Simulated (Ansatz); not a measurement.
# Fe (Im-3m) in Ansatz: reference runs

Reference runs on Fe: the cell as given and a disturbed copy.

All numbers are computed with Ansatz 0.2.0; they aren't measurements. Logs are shortened: lines on timing, memory, paths and dates and some standing lists are left out, and cuts for length are marked.

### Step 1. The crystal as given

It takes space group Im-3m (No. 229, cubic). Conventional cell: a = 2.886 Å, b = 2.886 Å, c = 2.886 Å, α = 90.00°, β = 90.00°, γ = 90.00°. Fe (site symmetry m-3m) is surrounded by 8 Fe at 2.50 Å.

### Step 2. Single point, PBEsol, collinear spin, ferromagnetic start

input.yaml

```yaml
crystal:
  lattice:
    - [-1.443, 1.443, 1.443]
    - [1.443, -1.443, 1.443]
    - [1.443, 1.443, -1.443]
  atoms:
    - { symbol: Fe, position: [0.0, 0.0, 0.0], spin: 3.0 }
kpoints:
  mp_grid: { grid: [13, 13, 13] }
scf:
  occupations: { method: fermi_dirac, width: 0.05 }
hamiltonian:
  xc: pbesol
  pseudopotentials: { kind: all_electron, lapw: { basis_error: 0.001 } }
magnetization:
  spin_polarized: true
output:
  forces: true
  stress: true
  eigenvalues: true
  populations: true
```

Potentials or basis: all-electron LAPW, scalar-relativistic.

Command:

```sh
ansatz run input.yaml --threads 2 --pin off --max-ram 6144MiB --backend cpu --events-out ev --progress --plain --runs-dir out
```

What it wrote:

```text
Warning: RAYON_NUM_THREADS=2 ignored (pool sized by the plan → 2); use --threads N
Fe: projections on atomic orbitals take those of the free atom 1s2 2s2 2p6 3s2 3p6 3d6 4s2, of charge +0.00 (hamiltonian.pseudopotentials.projection_atoms)
LAPW: plane waves up to 8.912 Å⁻¹, error target 1.0e-3 eV per atom; small_component_spin mean_spin; Fe in spheres of 1.250 Å, 16 of its electrons in bands, Dirac shells [] (how accurate: hamiltonian.pseudopotentials.lapw.basis_error, Limitations)
Engine: ansatz 0.2.0, x86_64-unknown-linux-gnu
Pseudopotentials: kind: all_electron
Pseudopotential: Fe, LAPW, valence charge 16, lapw/all_electron/scalar/gaussian/Fe, Koelling and Harmon's equation, gaussian nucleus
Functional definition: PBEsol
  exchange = pbesol_x
  correlation = pbesol_c
Crystal: 1 atoms, lattice volume = 12.019 Å³
Basis set: ecut = 302.6263967950217 eV, 141 PW (Γ), exchange–correlation at level 2
Bands: 14, of which v1, the nominal top of the filled ones, is band 8 counted from 1 (7 counted from 0)
Symmetry: 48 space group operations
Space group: Im-3m (ITA 229), of the structure as read, at distance tolerance 2.3e-5 Å
Magnetic group: BNS 229.140 (UNI 1642), of the structure as read, at distance tolerance 2.3e-5 Å
k-points: 84 of 2197
Non-local potential: Fe, projectors of the file, none
Initial density: superposition of atomic densities (chi_scale 0.1, normalization cell)
Starting moments: Σ|m| = 3 μB on 1 of 1 site
Initial wavefunctions: plane waves of lowest kinetic energy (no species holds an atomic orbital)
Functional: x = pbesol(κ = 0.804, μ = 0.12345679012345678), c = pbesol(β = 0.046)
iter 1 solved again at ethr=3.23e-5 eV; its pass at ethr=1.00e-1 eV (dr2=5.17e-3 eV) is discarded
SCF iter   1: F=—  HF=-34602.318955 eV  |F-HF|=—  |Δ(HF+E_count)|=         —  Δρ=2.55e-2 (↑2.55e-2 ↓2.42e-2)  dr2=5.26e-3  dr2_m=6.51e-2  M=2.430 μB ∫|m|=2.457 μB  β_m=0.30  ethr=3.23e-5  ⟨swp⟩=3.4  Hψ=18106  notcnv=0
Mixer restart at iter 1: flushing history
preconditioner: auto → none  [metal: Δε(μ)=0.015 eV  Ē_g=14.494 eV  σ=0.050 eV  W_gap=0.07  n_scr=0 (ndim 8)  ℏωp=30.3 eV  f_vac=0.000  D(μ)=1.20/eV (n_scr^D=12)]
SCF iter   2: F=—  HF=-34602.347005 eV  |F-HF|=—  |Δ(HF+E_count)|=   2.81e-2  Δρ=1.69e-2 (↑1.69e-2 ↓1.68e-2)  dr2=1.12e-3  dr2_m=3.06e-2  M=2.435 μB ∫|m|=2.475 μB  β_m=0.48  ethr=3.23e-5  ⟨swp⟩=2.1  Hψ=6539  notcnv=0
SCF iter   3: F=—  HF=-34602.396340 eV  |F-HF|=—  |Δ(HF+E_count)|=   4.93e-2  Δρ=1.16e-2 (↑1.16e-2 ↓1.06e-2)  dr2=1.39e-3  dr2_m=1.28e-2  M=2.298 μB ∫|m|=2.380 μB  β_m=0.49  ethr=6.99e-6  ⟨swp⟩=3.0  Hψ=7402  notcnv=0
iter 4 solved again at ethr=1.93e-7 eV; its pass at ethr=6.99e-6 eV (dr2=3.09e-5 eV) is discarded
SCF iter   4: F=—  HF=-34602.401415 eV  |F-HF|=—  |Δ(HF+E_count)|=   5.08e-3  Δρ=1.00e-3 (↑9.15e-4 ↓1.00e-3)  dr2=3.09e-5  dr2_m=8.13e-5  M=2.250 μB ∫|m|=2.371 μB  β_m=0.71  ethr=1.93e-7  ⟨swp⟩=2.0  Hψ=11745  notcnv=0
SCF iter   5: F=—  HF=-34602.402911 eV  |F-HF|=—  |Δ(HF+E_count)|=         —  Δρ=2.02e-4 (↑2.02e-4 ↓1.22e-4)  dr2=8.89e-7  dr2_m=2.68e-6  M=2.257 μB ∫|m|=2.373 μB  β_m=0.86  ethr=1.93e-7  ⟨swp⟩=3.0  Hψ=6456  notcnv=0
the basis was enlarged: its passes take 1.1 MiB over the memory plan, 2 of 2 planned eigensolver slots
SCF iter   6: F=—  HF=-34602.402923 eV  |F-HF|=—  |Δ(HF+E_count)|=   1.18e-5  Δρ=1.89e-4 (↑1.86e-4 ↓1.89e-4)  dr2=4.18e-8  dr2_m=3.86e-6  M=2.255 μB ∫|m|=2.371 μB  β_m=0.87  ethr=5.56e-9  ⟨swp⟩=3.0  Hψ=6528  notcnv=0
SCF iter   7: F=—  HF=-34602.402920 eV  |F-HF|=—  |Δ(HF+E_count)|=   3.32e-6  Δρ=3.83e-5 (↑3.83e-5 ↓3.30e-5)  dr2=3.65e-9  dr2_m=1.38e-7  M=2.253 μB ∫|m|=2.369 μB  β_m=0.94  ethr=2.61e-10  ⟨swp⟩=3.0  Hψ=6812  notcnv=0
SCF iter   8: F=—  HF=-34602.402922 eV  |F-HF|=—  |Δ(HF+E_count)|=   2.02e-6  Δρ=2.87e-5 (↑2.87e-5 ↓2.56e-5)  dr2=8.42e-9  dr2_m=7.82e-8  M=2.254 μB ∫|m|=2.369 μB  β_m=0.82  ethr=2.28e-11  ⟨swp⟩=3.9  Hψ=7321  notcnv=0
SCF iter   9: F=—  HF=-34602.402922 eV  |F-HF|=—  |Δ(HF+E_count)|=   4.17e-8  Δρ=2.91e-6 (↑2.91e-6 ↓1.73e-6)  dr2=1.91e-10  dr2_m=5.55e-10  M=2.253 μB ∫|m|=2.369 μB  β_m=0.91  ethr=2.28e-11  ⟨swp⟩=3.0  Hψ=6590  notcnv=0
SCF iter  10: F=-34602.402922 eV  HF=-34602.402922 eV  |F-HF|=1.46e-11  |Δ(HF+E_count)|=   6.82e-9  Δρ=3.50e-7 (↑2.98e-7 ↓3.50e-7)  dr2=4.74e-12  dr2_m=9.81e-12  M=2.253 μB ∫|m|=2.369 μB  ethr=1.20e-12  ⟨swp⟩=3.0  Hψ=6393  notcnv=0
SCF 1 converged in 10 iterations: F = -34602.402922 eV  dr2 = 4.74e-12
SCF converged after 10 iterations
Magnetization: 2.2535 μB (9.1267 up, 6.8733 down)
Absolute magnetization: 2.3693 μB (∫|ρ↑−ρ↓|)
Spin contamination: 0.0382 ħ² per cell (⟨S²⟩ above its minimum at these occupations)
Per-site moments (μB) at R_I (Å): [(2.3078741372728544, 1.2496746390393358)]
Free energy (F): -34602.402922 eV
Harris-Foulkes:  -34602.402922 eV  (|F-HF|=1.46e-11)
Internal energy: -34602.392801 eV  (E = F + TS)
E sigma→0 (E₀):  -34602.397861 eV
Entropy (-TS):   -0.010120 eV (-10.120 meV/atom)
Fermi energy:    17.220617 eV
--- Per-component energies (eV) ---
  E_band       = -229.163938
  E_kinetic    = 35070.910885
  E_xc         = -1489.629275
  E_electrostatic = -68183.674412  (all electrons and nuclei)
  E_smearing   = -0.010120  (= −TS)
  E_closure    = 0.000000  (closes the sum)
  E_atoms      = -34592.699444  (free atoms, spherical and without spin; not in F)
  Σ components = -34602.402922   (vs F -34602.402922, Δ=0.00e0)
  Basis errors (estimates in eV, not in F): energy 2.6e-4 per atom: plane waves 2.3e-4 (1.2e-4 summed), levels above the bands 2.8e-174, relativity 3.9e-8, radial functions 2.9e-5, core shells 3.7e-9; eigenvalues (radial functions only) 3.4e-5; not estimated: angular momenta, meshes, grids; target (lapw.basis_error) 1.0e-3; muffin-tin radii Fe 1.250 Å
--- Forces (eV/Å), atoms counted from 1 ---
  atom   1  Fe    -0.00000000    -0.00000000    -0.00000000
  max |Σ_I F_I| component: 1.08e-30 eV/Å
--- Stress (GPa, compression-positive) ---
      -18.104929       0.000000      -0.000000
        0.000000     -18.104929      -0.000000
       -0.000000      -0.000000     -18.104929
  P = ⅓ Tr σ = -18.1049 GPa (-181.049 kbar)
--- Band table (eV; the first three rows and the last of 168) ---
  k-point 0 ↑: bands = ["-70.4922", "-36.4601", "-36.4601", "-36.4601", "8.9817", "15.0280", "15.0280", "15.0280", "16.1801", "16.1801", "41.0237", "41.0237", "41.0237", "46.1905"]
  k-point 1 ↑: bands = ["-70.4886", "-36.4802", "-36.4669", "-36.4601", "9.2161", "14.9662", "15.0221", "15.1501", "16.1205", "16.1849", "39.6196", "40.6960", "40.8771", "45.2464"]
  k-point 2 ↑: bands = ["-70.4786", "-36.5355", "-36.4855", "-36.4600", "9.8919", "14.7978", "14.9733", "15.4990", "16.0172", "16.2015", "36.6085", "39.5095", "40.5537", "42.9567"]
  k-point 83 ↓: bands = ["-67.6888", "-34.0976", "-34.0939", "-34.0939", "14.5515", "14.5721", "19.4360", "19.4360", "19.5281", "26.2315", "27.1755", "27.1755", "33.4019", "33.8554"]
--- Löwdin populations: 1 site ---
  site symbol       q [e]    m [muB]
     0     Fe     25.7759     2.3272
  spilling = 0.008620 (of n_electrons = 26.000000)
```

Run time: 7.6 s. Hardware: 2 threads of Intel Xeon 6975P-C (Granite Rapids), shared host; peak memory 0.37 GiB.

What came out:

| Quantity | Value |
| --- | --- |
| Free energy | -34602.4029 eV |
| Pressure | -18.1 GPa |
| Band gap on the k mesh | none (metal or under the smearing width) |
| Net moment | 2.25 μB per cell |
| Absolute moment | 2.37 μB per cell |
| Site moments | Fe +2.31 μB |

Caveat: so large a pressure means that the cell lies far from this level's equilibrium, or that cutoff or potentials fall short.

### Step 3. Single point, PBEsol, collinear spin, ferromagnetic start (cell strained at random at fixed volume)

Changes to input.yaml since step 2:

```diff
@@ -2,7 +2,7 @@
   lattice:
-    - [-1.443, 1.443, 1.443]
-    - [1.443, -1.443, 1.443]
-    - [1.443, 1.443, -1.443]
+    - [-1.481533, 1.434238, 1.459009]
+    - [1.467527, -1.430964, 1.441729]
+    - [1.453538, 1.402968, -1.455735]
   atoms:
-    - { symbol: Fe, position: [0.0, 0.0, 0.0], spin: 3.0 }
+    - { symbol: Fe, position: [-0.012786, -0.006947, -0.014685], spin: 3.0 }
 kpoints:
```

Potentials or basis: all-electron LAPW, scalar-relativistic.

Command:

```sh
ansatz run input.yaml --threads 2 --pin off --max-ram 6144MiB --backend cpu --events-out ev --progress --plain --runs-dir out
```

What it wrote:

```text
Warning: RAYON_NUM_THREADS=2 ignored (pool sized by the plan → 2); use --threads N
Fe: projections on atomic orbitals take those of the free atom 1s2 2s2 2p6 3s2 3p6 3d6 4s2, of charge +0.00 (hamiltonian.pseudopotentials.projection_atoms)
LAPW: plane waves up to 9.004 Å⁻¹, error target 1.0e-3 eV per atom; small_component_spin mean_spin; Fe in spheres of 1.239 Å, 16 of its electrons in bands, Dirac shells [] (how accurate: hamiltonian.pseudopotentials.lapw.basis_error, Limitations)
[... 6 set-up lines as earlier in the session ...]
Crystal: 1 atoms, lattice volume = 12.019 Å³
Basis set: ecut = 308.86406346868347 eV, 141 PW (Γ), exchange–correlation at level 2
Bands: 14, of which v1, the nominal top of the filled ones, is band 8 counted from 1 (7 counted from 0)
Symmetry: 2 space group operations
Space group: P-1 (ITA 2), of the structure as read, at distance tolerance 2.3e-5 Å
Magnetic group: BNS 2.4 (UNI 4), of the structure as read, at distance tolerance 2.3e-5 Å
k-points: 1099 of 2197
[... 2 set-up lines as earlier in the session ...]
Starting moments: Σ|m| = 3 μB on 1 of 1 site
[... 2 set-up lines as earlier in the session ...]
iter 1 solved again at ethr=3.71e-5 eV; its pass at ethr=1.00e-1 eV (dr2=5.94e-3 eV) is discarded
SCF iter   1: F=—  HF=-34602.315142 eV  |F-HF|=—  |Δ(HF+E_count)|=         —  Δρ=2.55e-2 (↑2.55e-2 ↓2.42e-2)  dr2=6.05e-3  dr2_m=6.49e-2  M=2.431 μB ∫|m|=2.460 μB  β_m=0.30  ethr=3.71e-5  ⟨swp⟩=3.4  Hψ=233545  notcnv=0
Mixer restart at iter 1: flushing history
preconditioner: auto → none  [metal: Δε(μ)=0.001 eV  Ē_g=14.498 eV  σ=0.050 eV  W_gap=0.00  n_scr=0 (ndim 8)  ℏωp=30.3 eV  f_vac=0.000  D(μ)=1.18/eV (n_scr^D=12)]
SCF iter   2: F=—  HF=-34602.344605 eV  |F-HF|=—  |Δ(HF+E_count)|=   2.95e-2  Δρ=1.70e-2 (↑1.70e-2 ↓1.69e-2)  dr2=1.30e-3  dr2_m=3.08e-2  M=2.434 μB ∫|m|=2.477 μB  β_m=0.48  ethr=3.71e-5  ⟨swp⟩=2.1  Hψ=85587  notcnv=0
SCF iter   3: F=—  HF=-34602.393960 eV  |F-HF|=—  |Δ(HF+E_count)|=   4.94e-2  Δρ=1.13e-2 (↑1.13e-2 ↓1.02e-2)  dr2=1.48e-3  dr2_m=1.21e-2  M=2.306 μB ∫|m|=2.386 μB  β_m=0.49  ethr=8.12e-6  ⟨swp⟩=3.0  Hψ=96673  notcnv=0
iter 4 solved again at ethr=1.68e-7 eV; its pass at ethr=8.12e-6 eV (dr2=2.69e-5 eV) is discarded
SCF iter   4: F=—  HF=-34602.398688 eV  |F-HF|=—  |Δ(HF+E_count)|=   4.73e-3  Δρ=8.43e-4 (↑7.29e-4 ↓8.43e-4)  dr2=2.69e-5  dr2_m=5.22e-5  M=2.256 μB ∫|m|=2.376 μB  β_m=0.75  ethr=1.68e-7  ⟨swp⟩=2.0  Hψ=152785  notcnv=0
SCF iter   5: F=—  HF=-34602.400028 eV  |F-HF|=—  |Δ(HF+E_count)|=         —  Δρ=1.54e-4 (↑1.54e-4 ↓8.37e-5)  dr2=7.05e-7  dr2_m=1.40e-6  M=2.262 μB ∫|m|=2.378 μB  β_m=0.87  ethr=1.68e-7  ⟨swp⟩=3.0  Hψ=83708  notcnv=0
the basis was enlarged: its passes take 553.8 KiB over the memory plan, 2 of 2 planned eigensolver slots
SCF iter   6: F=—  HF=-34602.400046 eV  |F-HF|=—  |Δ(HF+E_count)|=   1.78e-5  Δρ=1.69e-4 (↑1.58e-4 ↓1.69e-4)  dr2=8.27e-8  dr2_m=2.91e-6  M=2.262 μB ∫|m|=2.377 μB  β_m=0.93  ethr=4.41e-9  ⟨swp⟩=3.0  Hψ=86847  notcnv=0
SCF iter   7: F=—  HF=-34602.400044 eV  |F-HF|=—  |Δ(HF+E_count)|=   1.52e-6  Δρ=3.33e-5 (↑3.33e-5 ↓2.73e-5)  dr2=5.23e-9  dr2_m=1.00e-7  M=2.259 μB ∫|m|=2.374 μB  β_m=0.97  ethr=5.17e-10  ⟨swp⟩=3.0  Hψ=87018  notcnv=0
SCF iter   8: F=—  HF=-34602.400046 eV  |F-HF|=—  |Δ(HF+E_count)|=   1.67e-6  Δρ=1.61e-5 (↑1.61e-5 ↓1.35e-5)  dr2=3.86e-9  dr2_m=2.30e-8  M=2.260 μB ∫|m|=2.375 μB  β_m=0.91  ethr=3.27e-11  ⟨swp⟩=3.8  Hψ=90242  notcnv=0
SCF iter   9: F=-34602.400046 eV  HF=-34602.400046 eV  |F-HF|=1.09e-10  |Δ(HF+E_count)|=   8.55e-9  Δρ=1.32e-6 (↑1.32e-6 ↓7.63e-7)  dr2=1.10e-10  dr2_m=8.94e-11  M=2.260 μB ∫|m|=2.375 μB  ethr=2.41e-11  ⟨swp⟩=2.2  Hψ=78344  notcnv=0
SCF 1 converged in 9 iterations: F = -34602.400046 eV  dr2 = 1.10e-10
SCF converged after 9 iterations
Magnetization: 2.2600 μB (9.1300 up, 6.8700 down)
Absolute magnetization: 2.3747 μB (∫|ρ↑−ρ↓|)
Spin contamination: 0.0382 ħ² per cell (⟨S²⟩ above its minimum at these occupations)
Per-site moments (μB) at R_I (Å): [(2.3149613739137926, 1.2387294325917337)]
Free energy (F): -34602.400046 eV
Harris-Foulkes:  -34602.400046 eV  (|F-HF|=1.09e-10)
Internal energy: -34602.389837 eV  (E = F + TS)
E sigma→0 (E₀):  -34602.394942 eV
Entropy (-TS):   -0.010208 eV (-10.208 meV/atom)
Fermi energy:    17.227160 eV
--- Per-component energies (eV) ---
  E_band       = -229.131280
  E_kinetic    = 35070.950509
  E_xc         = -1489.643828
  E_electrostatic = -68183.696518  (all electrons and nuclei)
  E_smearing   = -0.010208  (= −TS)
  E_closure    = 0.000000  (closes the sum)
  E_atoms      = -34592.699444  (free atoms, spherical and without spin; not in F)
  Σ components = -34602.400046   (vs F -34602.400046, Δ=0.00e0)
  Basis errors (estimates in eV, not in F): energy 2.6e-4 per atom: plane waves 2.3e-4 (1.2e-4 summed), levels above the bands 2.8e-174, relativity 3.9e-8, radial functions 2.9e-5, core shells 4.6e-9; eigenvalues (radial functions only) 2.9e-5; not estimated: angular momenta, meshes, grids; target (lapw.basis_error) 1.0e-3; muffin-tin radii Fe 1.239 Å
--- Forces (eV/Å), atoms counted from 1 ---
  atom   1  Fe     0.00000000     0.00000000     0.00000000
  max |Σ_I F_I| component: 0.00e0 eV/Å
--- Stress (GPa, compression-positive) ---
      -18.986514       1.330896       0.584338
        1.330896     -16.365374      -0.049346
        0.584338      -0.049346     -18.365576
  P = ⅓ Tr σ = -17.9058 GPa (-179.058 kbar)
--- Band table (eV; the first three rows and the last of 2198) ---
  k-point 0 ↑: bands = ["-70.4922", "-36.4755", "-36.4593", "-36.4449", "8.9810", "14.9177", "15.0378", "15.1245", "16.1166", "16.2458", "40.6096", "40.9378", "41.4910", "45.9229"]
  k-point 1 ↑: bands = ["-70.4883", "-36.4780", "-36.4679", "-36.4620", "9.2217", "14.9706", "15.0464", "15.1275", "16.0887", "16.2054", "39.9028", "40.6035", "40.7548", "44.9057"]
  k-point 2 ↑: bands = ["-70.4776", "-36.5251", "-36.4915", "-36.4696", "9.9152", "14.8280", "15.0247", "15.4470", "15.9937", "16.1846", "37.0797", "39.3552", "40.3509", "42.8248"]
  k-point 1098 ↓: bands = ["-67.7395", "-34.1288", "-33.9412", "-33.8401", "13.7681", "15.7847", "16.5128", "18.8753", "19.1459", "20.1457", "28.0679", "33.3210", "34.7839", "42.6321"]
--- Löwdin populations: 1 site ---
  site symbol       q [e]    m [muB]
     0     Fe     25.7755     2.3332
  spilling = 0.008636 (of n_electrons = 26.000000)
```

populations.tsv:

```text
# site	symbol	l	j	q_up	q_dn
# orbitals = lowdin
# n_electrons = 26.000000
# spilling = 0.008636
# projection_atom_Fe: 1s2 2s2 2p6 3s2 3p6 3d6 4s2
0	Fe	0_1S	-	0.999994	0.999994
0	Fe	0_2S	-	0.999663	0.999675
0	Fe	0_3S	-	0.991768	0.992165
0	Fe	0_4S	-	0.456559	0.510393
0	Fe	1_2P	-	2.999994	2.999997
0	Fe	1_3P	-	2.998913	2.998688
0	Fe	2_3D	-	4.607427	2.220234
```

Run time: 65 s. Hardware: 2 threads of Intel Xeon 6975P-C (Granite Rapids), shared host; peak memory 1.3 GiB.

What came out:

```
Free energy            : -34602.4000 eV
Pressure               : -17.9 GPa
Band gap on the k mesh : none (metal or under the smearing width)
Net moment             : 2.26 μB per cell
Absolute moment        : 2.37 μB per cell
Site moments           : Fe +2.31 μB
```
